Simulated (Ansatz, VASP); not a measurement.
## One calculation of ZrC, two programs

File INCAR:

```
PREC     = Accurate       # precision mode
ENCUT    = 520            # plane-wave cutoff, eV
EDIFF    = 1E-6           # SCF threshold, eV
ISMEAR   = 0              # smearing method
SIGMA    = 0.15           # smearing width, eV
LREAL    = F              # projectors in reciprocal space
LASPH    = T              # aspherical terms in the spheres
NELM     = 100            # most SCF steps
ALGO     = Fast           # electronic algorithm
ISIF     = 2              # what is computed and relaxed
LWAVE    = F              # write WAVECAR
LCHARG   = F              # write CHGCAR
GGA      = PE             # functional
NBANDS   = 24             # bands
```

Contents of KPOINTS:

```
regular mesh
0
Gamma
  18 18 10
```

Contents of POSCAR:

```
ZrC
1.0
    3.4220096115      0.0000000000      0.0000000000
   -1.7110048058      2.9635472556      0.0000000000
    0.0000000000      0.0000000000      5.1404796478
Zr C
2 2
Direct
    0.3333333333      0.6666666667      0.2500000000
    0.6666666667      0.3333333333      0.7500000000
    0.0000000000      0.0000000000      0.0000000000
    0.0000000000      0.0000000000      0.5000000000
```

Input for Ansatz:

```yaml
crystal:
  lattice:
    - [3.4220096115, 0.0, 0.0]
    - [-1.7110048058, 2.9635472556, 0.0]
    - [0.0, 0.0, 5.1404796478]
  atoms:
    - { symbol: Zr, position: [0.3333333333, 0.6666666667, 0.25] }
    - { symbol: Zr, position: [0.6666666667, 0.3333333333, 0.75] }
    - { symbol: C, position: [0.0, 0.0, 0.0] }
    - { symbol: C, position: [0.0, 0.0, 0.5] }
basis:
  ecutwfc: 420
kpoints:
  mp_grid: { grid: [18, 18, 10] }
hamiltonian:
  xc: pbe
scf:
  occupations: { method: gaussian, width: 0.15 }
output:
  forces: true
  stress: true
  eigenvalues: true
```

Alike in both runs: task single point; functional PBE; k mesh 18 × 18 × 10; occupations gaussian, width 0.15 eV; no spin polarisation.

|  | VASP | Ansatz |
| --- | --- | --- |
| version | VASP 6.6.1 | Ansatz 0.2.0 |
| potentials or method | VASP PAW PBE potentials, release 64 (Zr_sv, C) | scalar-relativistic, plane waves, PAW |
| plane-wave cutoff (eV) | 520 | 420 |
| valence electrons in the cell | 32 | 32 |

|  | VASP | Ansatz | Ansatz less VASP |
| --- | --- | --- | --- |
| gap on the k mesh at the Fermi level (eV) | none | none | - |
| pressure (GPa) | 0.0 | -0.3 | -0.24 |
| largest component of the traceless stress (GPa) | 5.14 | 5.16 | +0.023 |

A gap of «none» marks a metal or a gap that the smearing closes.
